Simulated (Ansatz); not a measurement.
# MgB2 (P6/mmm) in Ansatz: settings compared

Aim: see how the results for MgB2 move with the level of theory and the settings. Levels: PBEsol, PBE. Tasks: phonons, elastic constants.

Everything below comes from runs of Ansatz 0.2.0. Logs are shortened: lines on timing, memory, paths and dates and some standing lists are left out, and cuts for length are marked.

### Step 1. Starting point

The structure is hexagonal, space group P6/mmm (No. 191). The conventional cell has a = 3.085 Å, b = 3.085 Å, c = 3.523 Å, α = 90.00°, β = 90.00°, γ = 120.00°. Mg (site symmetry 6/mmm) is surrounded by 12 B at 2.51 Å. Around B (site symmetry -6m2) lie 3 B at 1.78 Å.

### Step 2. Phonons, PBEsol

File input.yaml:

```yaml
crystal:
  lattice:
    - [3.085, 0.0, 0.0]
    - [-1.5425, 2.6716883707, 0.0]
    - [0.0, 0.0, 3.523]
  atoms:
    - { symbol: Mg, position: [0.0, 0.0, 0.0] }
    - { symbol: B, position: [0.6666666667, 0.3333333333, 0.5] }
    - { symbol: B, position: [0.3333333333, 0.6666666667, 0.5] }
hamiltonian:
  xc: pbesol
  pseudopotentials: { kind: paw }
kpoints:
  mp_grid: { grid: [7, 7, 6] }
scf:
  occupations: { method: fermi_dirac, width: 0.05 }
phonons:
  method: dfpt
```

Potentials or basis: Ansatz PAW.

Started as:

```sh
$ ansatz run input.yaml --threads 2 --pin off --max-ram 5632MiB --backend cpu --events-out ev --progress --plain --runs-dir out
```

The log of the run:

```text
Warning: RAYON_NUM_THREADS=2 ignored (pool sized by the plan → 2); use --threads N
zone centre: on kpoints.mp_grid the ground state, and the responses unless they are solved on pairs of k-points, stand on 64 of the mesh's 294 k-points, reduced under 4 symmetry operations, with k and −k counted as one. Each operation leaves every solved displacement unchanged or reverses it
Engine: ansatz 0.2.0, x86_64-unknown-linux-gnu
Pseudopotentials: kind: paw
Pseudopotential: Mg, paw, valence charge 10, recommended cutoff 420 eV (normal), Mg.paw.azcp
Pseudopotential: B, paw, valence charge 3, recommended cutoff 420 eV (normal), B.paw.azcp
Functional definition: PBEsol
  exchange = pbesol_x
  correlation = pbesol_c
Crystal: 3 atoms, lattice volume = 29.037 Å³
Basis set: ecut = 420 eV, 563 PW (Γ), exchange–correlation on 48×48×48 points (8 copies of the dense FFT grid, shifted against one another)
Bands: 12, of which v1, the nominal top of the filled ones, is band 8 counted from 1 (7 counted from 0)
Symmetry: 24 space group operations
k-points: 64 of 294 (irreducible under 4 space group operations, time reversal used)
Non-local potential: Mg, projectors of the file, l = 0: 3, l = 1: 2, l = 2: 1
Non-local potential: B, projectors of the file, l = 0: 2, l = 1: 2, l = 2: 1
PAW form: soft (Blöchl's): semilocal exchange-correlation on the pseudo side does not see the compensation charge
PAW frozen core: Mg, regenerated for the run's functional, and the local potential with it (the file was generated under x = pbe(κ = 0.804, μ = 0.2195149727645171), c = pbe(β = 0.06672455060314922))
PAW frozen core: B, regenerated for the run's functional, and the local potential with it (the file was generated under x = pbe(κ = 0.804, μ = 0.2195149727645171), c = pbe(β = 0.06672455060314922))
PAW one-centre angular grid: Mg, 110 points (default); XC on 64 Gauss nodes
PAW one-centre angular grid: B, 110 points (default); XC on 64 Gauss nodes
Initial density: superposition of atomic densities (neutral atoms: chi_scale 0, normalization atom), corrected by the library's trained network
Initial wavefunctions: pseudopotential atomic-orbital guess
Functional: x = pbesol(κ = 0.804, μ = 0.12345679012345678), c = pbesol(β = 0.046)
SCF iter   1: F=—  HF=-2217.795149 eV  |F-HF|=—  |Δ(HF+E_count)|=         —  Δρ=4.79e-3  dr2=1.01e-2  ethr=1.77e-3  ⟨swp⟩=5.3  Hψ=4105  notcnv=0
preconditioner: auto → none  [metal: Δε(μ)=0.102 eV  Ē_g=11.109 eV  σ=0.050 eV  W_gap=0.47  n_scr=8 (ndim 8)  ℏωp=19.5 eV  f_vac=0.000  D(μ)=0.72/eV (n_scr^D=2)  sad-step TF]
SCF iter   2: F=—  HF=-2217.793217 eV  |F-HF|=—  |Δ(HF+E_count)|=   1.93e-3  Δρ=2.73e-3  dr2=3.68e-3  ethr=6.28e-5  ⟨swp⟩=1.7  Hψ=1369  notcnv=0
SCF iter   3: F=—  HF=-2217.792008 eV  |F-HF|=—  |Δ(HF+E_count)|=   1.21e-3  Δρ=4.73e-4  dr2=6.79e-5  ethr=2.30e-5  ⟨swp⟩=2.0  Hψ=1085  notcnv=0
SCF iter   4: F=—  HF=-2217.791978 eV  |F-HF|=—  |Δ(HF+E_count)|=   3.01e-5  Δρ=9.57e-5  dr2=2.00e-6  ethr=4.24e-7  ⟨swp⟩=2.0  Hψ=1214  notcnv=0
SCF iter   5: F=—  HF=-2217.791976 eV  |F-HF|=—  |Δ(HF+E_count)|=   1.27e-6  Δρ=1.75e-5  dr2=1.49e-7  ethr=1.25e-8  ⟨swp⟩=2.2  Hψ=1141  notcnv=0
SCF iter   6: F=—  HF=-2217.791976 eV  |F-HF|=—  |Δ(HF+E_count)|=   5.38e-8  Δρ=2.15e-6  dr2=1.08e-9  ethr=9.33e-10  ⟨swp⟩=2.1  Hψ=1166  notcnv=0
SCF iter   7: F=—  HF=-2217.791976 eV  |F-HF|=—  |Δ(HF+E_count)|=  3.69e-10  Δρ=2.56e-7  dr2=1.83e-11  ethr=6.76e-12  ⟨swp⟩=2.0  Hψ=1199  notcnv=0
SCF iter   8: F=-2217.791976 eV  HF=-2217.791976 eV  |F-HF|=0.00e0  |Δ(HF+E_count)|=  4.55e-12  Δρ=3.56e-8  dr2=2.79e-13  ethr=1.00e-12  ⟨swp⟩=5.0  Hψ=2801  notcnv=0
SCF 1 converged in 8 iterations: F = -2217.791976 eV  dr2 = 2.79e-13
DFPT response loops at Γ: preconditioner auto → Kerker (q_TF=auto, 2.470 Å⁻¹) (partly filled bands, converged f_vac=0.000); β = 1.00, the filter's whole step (`scf.mixing.beta` (0.50) is not read by the response loops under this deck's `scf.mixing.preconditioner`; to damp them name `kerker` or `kerker_dos`, under which they read `scf.mixing.beta`, and type it under 1.00, their step now; both keys bind the ground state too); Broyden in place of MSR1
SCF converged after 8 iterations
Free energy (F): -2217.791976 eV
Harris-Foulkes:  -2217.791976 eV  (|F-HF|=0.00e0)
Internal energy: -2217.784924 eV  (E = F + TS)
E sigma→0 (E₀):  -2217.788450 eV
Entropy (-TS):   -0.007052 eV (-2.351 meV/atom)
Fermi energy:    9.016076 eV
--- Per-component energies (eV) ---
  E_band       = -292.408911
  E_kinetic    = 173.300423
  E_local      = -1521.129238  (includes V_loc(G=0)·N_el)
  E_nonlocal   = 118.705793
  E_hartree    = 541.038197
  E_xc         = -93.460125
  E_vxc        = -114.505422  (∫ρ·V_xc dr)
  E_paw        = -431.467207  (= ΣΔE_a)
  E_vpaw       = -30.856856  (= ΣTr[D̂ρ^β])
  E_aug_tail   = -0.000013  (compensation charges beyond the density's cutoff)
  E_ewald      = -1004.861037
  E_core_change = 0.088284  (= ΣΔE_core)
  E_smearing   = -0.007052  (= −TS)
  E_closure    = -0.000000  (closes the sum)
  Σ components = -2217.791976   (vs F -2217.791976, Δ=0.00e0)
--- Band table (eV; the first three rows and the last of 64) ---
  k-point 0: bands = ["-65.5861", "-32.5242", "-32.5242", "-32.5156", "-3.2473", "6.2307", "9.5173", "9.5173", "10.7938", "15.4203", "15.4203", "17.2582"]
  k-point 1: bands = ["-65.5860", "-32.5241", "-32.5241", "-32.5175", "-3.0104", "4.7264", "9.6050", "9.6050", "12.8579", "15.4979", "15.4979", "17.2177"]
  k-point 2: bands = ["-65.5859", "-32.5238", "-32.5238", "-32.5213", "-2.3998", "2.6909", "9.7916", "9.7916", "15.6656", "15.6656", "16.5191", "17.1364"]
  k-point 63: bands = ["-65.5828", "-32.5553", "-32.5353", "-32.5174", "0.2584", "4.4373", "4.5270", "6.4770", "9.8381", "15.2702", "16.5630", "20.3376"]
--- Phonons (Γ-DFPT): 4 representative perturbations + reference, on 64 of 294 k-points (Σ response iterations 12) ---
  k mesh reduced under 4 symmetry operations, with k and −k counted as one. Each operation leaves every solved displacement unchanged or reverses it
  ASR residual: 5.803e-5 → 0.000e0 eV/Å²; symmetrization residual: 1.188e-6 eV/Å²
  ASR residual per site (eV/Å²): 5.80e-5 4.74e-5 4.74e-5
  Γ frequencies (cm⁻¹): 0.00 0.00 0.00 328.77 328.77 397.10 528.72 528.72 677.17
  non-analytic LO–TO correction: not included (Born effective charges unavailable; polar crystals: no LO–TO splitting at Γ)
```

Wall time 6 s (2 threads of Intel Xeon at 2.70GHz, shared host); peak memory 0.4 GiB.

What came out:

```yaml
Free_energy: -2217.7920 eV
Band_gap_on_the_k_mesh: none (metal or under the smearing width)
Highest_phonon_frequency_at_Γ: 677 cm⁻¹
```

Levels at points of the mesh, in eV from the Fermi level:
| k point | band 4 | band 5 | band 6 | band 7 | band 8 | band 9 | band 10 | band 11 | band 12 |
| --- | --- | --- | --- | --- | --- | --- | --- | --- | --- |
| (0.00, 0.00, 0.00) | -41.53 | -12.26 | -2.79 | 0.50 | 0.50 | 1.78 | 6.40 | 6.40 | 8.24 |
| (0.00, 0.00, -0.50) | -41.54 | -10.97 | -7.28 | 0.88 | 0.88 | 6.74 | 6.74 | 8.08 | 10.02 |

Phonon frequencies in cm⁻¹ (negative: imaginary):
| q point | frequencies |
| --- | --- |
| (0.000, 0.000, 0.000) | 0 0 0 329 329 397 529 529 677 |

Caveat: the PAW data sets come from PBE, with cores solved anew for the run's functional, which leaves a small shift of forces and pressure.

### Step 3. Elastic constants, PBE

input.yaml, as its differences from that of step 2:

```diff
@@ -10,3 +10,3 @@
 hamiltonian:
-  xc: pbesol
+  xc: pbe
   pseudopotentials: { kind: paw }
@@ -16,3 +16,7 @@
   occupations: { method: fermi_dirac, width: 0.05 }
-phonons:
-  method: dfpt
+output:
+  forces: true
+  stress: true
+elastic:
+  mode: relaxed_ion
+  stencil: two_point
```

Potentials or basis: Ansatz PAW.

Started as:

```sh
$ ansatz run input.yaml --threads 2 --pin off --max-ram 5632MiB --backend cpu --events-out ev --progress --plain --runs-dir out
```

It took 14 s on 2 threads of Intel Xeon at 2.70GHz, shared host; peak memory 0.36 GiB.

It converged, with:

* Free energy: -2236.0296 eV
* Pressure: -1.1 GPa
* Band gap on the k mesh: none (metal or under the smearing width)
* Voigt bulk modulus: 148 GPa

Stress tensor (GPa, compression positive):
```
-1.93  0.00  0.00
 0.00 -1.93  0.00
 0.00  0.00  0.53
```

Levels at points of the mesh, in eV from the Fermi level:
```csv
k point,band 6,band 7,band 8,band 9,band 10,band 11
"(0.00, 0.00, 0.00)",-2.77,0.49,0.49,1.82,6.44,6.44
"(0.00, 0.00, -0.50)",-7.25,0.86,0.86,6.77,6.77,8.09
```

Elastic tensor in Voigt notation (GPa, in the Cartesian axes of the cell as first typed):
```
386  68  45   0   0   0
 68 386  45   0   0   0
 47  47 243   0   0   0
  0   0   0  71   0   0
  0   0   0   0  71   0
  0   0   0   0   0 159
```

Caveat: elastic constants of metals need much finer meshes, so these are rough.
